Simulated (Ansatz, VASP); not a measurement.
## One calculation of PbS (Galena), two programs

```
CELL_PARAMETERS angstrom
0.00000 2.96575 2.96575
2.96575 0.00000 2.96575
2.96575 2.96575 0.00000
ATOMIC_POSITIONS crystal
Pb 0.00000 0.00000 0.00000
S 0.50000 0.50000 0.50000
```

Alike in both runs: task relaxation of cell and atoms; functional B3LYP; k mesh 4 × 4 × 4; occupations fermi-dirac, width 0.05 eV; no spin polarisation.

|  | VASP | Ansatz |
| --- | --- | --- |
| version | VASP 6.6.1 | Ansatz 0.2.0 |
| potentials or method | VASP PAW PBE potentials, release 64 (Pb_d, S) | Ansatz PAW |
| plane-wave cutoff (eV) | 600 | 420 |
| valence electrons in the cell | 20 | 20 |

VASP gave:

- gap on the k mesh at the Fermi level, each at its own relaxed structure (eV): 1.63
- relaxed volume (Å³/atom): 28.10
- relaxed cell length with the largest relative difference (Å): 4.299
- energy change over the relaxation (meV/atom): -27

Q: Estimate Ansatz's values.

A: gap on the k mesh at the Fermi level, each at its own relaxed structure (eV): 1.60; relaxed volume (Å³/atom): 28.11; relaxed cell length with the largest relative difference (Å): 4.300; energy change over the relaxation (meV/atom): -27.

Caveats: the k mesh is coarse (spacing up to 0.46 Å⁻¹), so the values aren't converged, least of all with exact exchange; spin-orbit coupling is left out, which as a rule narrows the gap of such compounds by several tenths of an eV; the PAW data sets were made with another functional, which shifts forces and pressure a little (VASP); the plane-wave basis is chosen anew once the cell has moved, so the energies of steps on either side of that aren't comparable (Ansatz); the PAW data sets come from PBE, with cores solved anew for the run's functional, which leaves a small shift of forces and pressure (Ansatz). A k mesh can miss the band edges. Zero-point motion and thermal expansion aren't in these numbers.
